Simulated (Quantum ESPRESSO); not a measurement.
ZnS under changes of volume

One of the cells (19.727 Å³/atom); the others are scaled copies at fixed shape and fractional positions:

```
Zn S
1.0
     0.00000    2.70200    2.70200
     2.70200    0.00000    2.70200
     2.70200    2.70200    0.00000
Zn S
1 1
Cartesian
  4.0530 4.0530 4.0530
  0.0000 0.0000 0.0000
```

```yaml
Program: Quantum ESPRESSO 7.5
Functional: r2SCAN
Potentials_or_basis: SG15 PBE 1.2
Cutoff: 952 eV
Density_cutoff: 3810 eV
k_mesh: 7 × 7 × 7
Occupations: fermi-dirac, width 0.05 eV
Spin: no spin polarisation
```

```csv
volume (Å³/atom),energy over the lowest point (meV/atom),pressure (GPa),gap on the mesh (eV)
18.543,20.29,5.5,2.90
18.938,8.92,3.5,2.80
19.332,2.31,1.7,2.71
19.727,0.00,0.0,2.62
20.121,?,?,?
20.516,6.64,-2.8,2.44
20.910,14.85,-4.0,2.36
```

Problem. What does the run at 20.121 Å³/atom give?

Solution. Energy over the lowest point 1.57 meV/atom; pressure -1.5 GPa; gap on the mesh 2.53 eV.

Worked out: A Birch-Murnaghan fit of order 3 (a polynomial in V^(-2/3)) to the other rows has its minimum at 19.76 Å³/atom with B0 = V·E''(V) = 78 GPa and B' = 4.1. It gives 1.56 meV/atom at 20.121 Å³/atom, against the run's 1.57, and -dE/dV = -1.4 GPa, against -1.5. A straight line through the other rows of the gap, of slope -4.5 eV per unit of ln V (its deformation potential), gives 2.53 eV, against the run's 2.53.

Energies are extrapolated to zero smearing.

Caveats: the potentials were made for another functional, which shifts forces and pressure.
